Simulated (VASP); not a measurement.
Given:

```
CELL_PARAMETERS angstrom
      0.00000     3.10000     3.10000
      3.10000     0.00000     3.10000
      3.10000     3.10000     0.00000
ATOMIC_POSITIONS crystal
  Ba 0.00000 0.00000 0.00000
  F  0.25000 0.25000 0.25000
  F  0.75000 0.75000 0.75000
```

Computed with G0W0 on PBE orbitals, VASP's PBE PAW potentials (set 64) (plane waves; VASP). Settings: PREC = Normal, 500 eV cut-off, 4×4×4 Γ-centred mesh, Gaussian smearing of 0.010 eV, potentials Ba_sv_GW F_GW_new.

The mesh is coarse and the basis finite, so the quasiparticle values are not converged.

NBANDS = 192, ENCUTGW = 180 eV, NOMEGA = 64. The PBE levels (eV) that the step starts from are:

```
state                           KS energy  filling
------------------------------  ---------  -------
k1 (0.00, 0.00, 0.00), band 9       -1.50        2
k1 (0.00, 0.00, 0.00), band 10      -0.12        2
k1 (0.00, 0.00, 0.00), band 11      -0.12        2
k1 (0.00, 0.00, 0.00), band 12      -0.12        2
k1 (0.00, 0.00, 0.00), band 13       6.79        0
k1 (0.00, 0.00, 0.00), band 14       9.24        0
k1 (0.00, 0.00, 0.00), band 15       9.24        0
k1 (0.00, 0.00, 0.00), band 16      11.43        0
k3 (0.50, 0.00, 0.00), band 9       -0.68        2
k3 (0.50, 0.00, 0.00), band 10      -0.39        2
k3 (0.50, 0.00, 0.00), band 11      -0.20        2
k3 (0.50, 0.00, 0.00), band 12      -0.20        2
k3 (0.50, 0.00, 0.00), band 13       9.14        0
k3 (0.50, 0.00, 0.00), band 14       9.23        0
k3 (0.50, 0.00, 0.00), band 15       9.23        0
k3 (0.50, 0.00, 0.00), band 16       9.52        0
```

**Question.** Give the quasiparticle energies and renormalisation factors Z.

**Answer.** 
```json
[
 {"state": "k1 (0.00, 0.00, 0.00), band 9", "QP energy (eV)": "-3.67", "Z": "0.76"},
 {"state": "k1 (0.00, 0.00, 0.00), band 10", "QP energy (eV)": "-2.10", "Z": "0.77"},
 {"state": "k1 (0.00, 0.00, 0.00), band 11", "QP energy (eV)": "-2.10", "Z": "0.77"},
 {"state": "k1 (0.00, 0.00, 0.00), band 12", "QP energy (eV)": "-2.10", "Z": "0.77"},
 {"state": "k1 (0.00, 0.00, 0.00), band 13", "QP energy (eV)": "7.55", "Z": "0.88"},
 {"state": "k1 (0.00, 0.00, 0.00), band 14", "QP energy (eV)": "10.72", "Z": "0.86"},
 {"state": "k1 (0.00, 0.00, 0.00), band 15", "QP energy (eV)": "10.72", "Z": "0.86"},
 {"state": "k1 (0.00, 0.00, 0.00), band 16", "QP energy (eV)": "13.40", "Z": "0.83"},
 {"state": "k3 (0.50, 0.00, 0.00), band 9", "QP energy (eV)": "-2.74", "Z": "0.77"},
 {"state": "k3 (0.50, 0.00, 0.00), band 10", "QP energy (eV)": "-2.39", "Z": "0.77"},
 {"state": "k3 (0.50, 0.00, 0.00), band 11", "QP energy (eV)": "-2.19", "Z": "0.77"},
 {"state": "k3 (0.50, 0.00, 0.00), band 12", "QP energy (eV)": "-2.19", "Z": "0.77"},
 {"state": "k3 (0.50, 0.00, 0.00), band 13", "QP energy (eV)": "10.61", "Z": "0.86"},
 {"state": "k3 (0.50, 0.00, 0.00), band 14", "QP energy (eV)": "10.71", "Z": "0.85"},
 {"state": "k3 (0.50, 0.00, 0.00), band 15", "QP energy (eV)": "10.71", "Z": "0.85"},
 {"state": "k3 (0.50, 0.00, 0.00), band 16", "QP energy (eV)": "10.55", "Z": "0.87"}
]
```
On the mesh the gap opens from 6.82 to 9.53 eV.

The compound is BaF2 in the fluorite structure. The cell was not relaxed at this level. The k-mesh is coarse (spacing up to 0.44 per Å, 2π included), so the numbers may not be converged in it.
